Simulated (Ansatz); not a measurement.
Geometry optimisation in Ansatz: input, command and trajectory.

```yaml
crystal:
  lattice:
    - [0.0, 2.4817508606, 2.4817508606]
    - [2.4817508606, 0.0, 2.4817508606]
    - [2.4817508606, 2.4817508606, 0.0]
  atoms:
    - { symbol: Zr, position: [0.0, 0.0, 0.0] }
    - { symbol: B, position: [0.25, 0.25, 0.25] }
    - { symbol: B, position: [0.75, 0.75, 0.75] }
basis:
  ecutwfc: 420
kpoints:
  mp_grid: { grid: [6, 6, 6] }
hamiltonian:
  xc: pbe
scf:
  occupations: { method: gaussian, width: 0.1 }
  lower_state_search: "off"
output:
  forces: true
  stress: true
  eigenvalues: true
relax:
  adjacent_minimum: "off"
  f_tol: 0.04
  max_steps: 70
  cell: { stress_tol: 0.4 }
```

```bash
ansatz run input.yaml --threads 1 --pin off --max-ram 2560MiB --backend cpu --events-out ev --progress --plain --runs-dir out
```

The calculation used Ansatz 0.2.0, DFT PBE, scalar-relativistic, plane waves, PAW.

Of 8 frames 7 are shown, positions in Å and forces in eV/Å; the SCF threshold varies from step to step. Steps run on the plane waves of an earlier cell, with a Pulay correction in the pressure. The basis is chosen afresh for the last frame, the zero of the energies, and at times for earlier ones too; energy and pressure step there, also at an unchanged geometry. Here that happened at step 6 (-8 meV/atom, 0.4 GPa); the frames before carry an error of that size.

```xyz
3
Lattice="0.0000 2.4818 2.4818 2.4818 0.0000 2.4818 2.4818 2.4818 0.0000" Properties=species:S:1:pos:R:3:forces:R:3 pbc="T T T" step=1 free_energy_over_end_meV_per_atom=564.12 pressure_GPa=65.65
Zr    0.0000    0.0000    0.0000    0.0000    0.0000    0.0000
B     1.2409    1.2409    1.2409    0.0000    0.0000    0.0000
B     3.7226    3.7226    3.7226    0.0000    0.0000    0.0000
3
Lattice="0.0000 2.6027 2.6027 2.6027 0.0000 2.6027 2.6027 2.6027 0.0000" Properties=species:S:1:pos:R:3:forces:R:3 pbc="T T T" step=2 free_energy_over_end_meV_per_atom=139.06 pressure_GPa=25.66
Zr    0.0000    0.0000    0.0000    0.0000    0.0000    0.0000
B     1.3014    1.3014    1.3014    0.0000    0.0000    0.0000
B     3.9041    3.9041    3.9041    0.0000    0.0000    0.0000
3
Lattice="0.0000 2.6940 2.6940 2.6940 0.0000 2.6940 2.6940 2.6940 0.0000" Properties=species:S:1:pos:R:3:forces:R:3 pbc="T T T" step=3 free_energy_over_end_meV_per_atom=18.14 pressure_GPa=6.33
Zr    0.0000    0.0000    0.0000    0.0000    0.0000    0.0000
B     1.3470    1.3470    1.3470    0.0000    0.0000    0.0000
B     4.0410    4.0410    4.0410    0.0000    0.0000    0.0000
3
Lattice="0.0000 2.7405 2.7405 2.7405 0.0000 2.7405 2.7405 2.7405 0.0000" Properties=species:S:1:pos:R:3:forces:R:3 pbc="T T T" step=4 free_energy_over_end_meV_per_atom=7.99 pressure_GPa=-1.03
Zr    0.0000    0.0000    0.0000    0.0000    0.0000    0.0000
B     1.3702    1.3702    1.3702    0.0000    0.0000    0.0000
B     4.1107    4.1107    4.1107    0.0000    0.0000    0.0000
3
Lattice="0.0000 2.7333 2.7333 2.7333 0.0000 2.7333 2.7333 2.7333 0.0000" Properties=species:S:1:pos:R:3:forces:R:3 pbc="T T T" step=5 free_energy_over_end_meV_per_atom=7.55 pressure_GPa=0.00
Zr    0.0000    0.0000    0.0000    0.0000    0.0000    0.0000
B     1.3667    1.3667    1.3667    0.0000    0.0000    0.0000
B     4.1000    4.1000    4.1000    0.0000    0.0000    0.0000
3
Lattice="0.0000 2.7333 2.7333 2.7333 0.0000 2.7333 2.7333 2.7333 0.0000" Properties=species:S:1:pos:R:3:forces:R:3 pbc="T T T" step=6 free_energy_over_end_meV_per_atom=0.04 pressure_GPa=0.45
Zr    0.0000    0.0000    0.0000    0.0000    0.0000    0.0000
B     1.3667    1.3667    1.3667    0.0000    0.0000    0.0000
B     4.1000    4.1000    4.1000    0.0000    0.0000    0.0000
3
Lattice="0.0000 2.7364 2.7364 2.7364 0.0000 2.7364 2.7364 2.7364 0.0000" Properties=species:S:1:pos:R:3:forces:R:3 pbc="T T T" step=8 free_energy_over_end_meV_per_atom=0.00 pressure_GPa=0.01
Zr    0.0000    0.0000    0.0000    0.0000    0.0000    0.0000
B     1.3682    1.3682    1.3682    0.0000    0.0000    0.0000
B     4.1046    4.1046    4.1046    0.0000    0.0000    0.0000
```

The start puts this composition into another compound's structure type, which needn't suit it. The cell swells from 10.2 to 13.7 Å³ an atom, so the end can be far from any stable crystal. At the end the space group is Fm-3m (tolerance 0.05 Å).

The k mesh is coarse.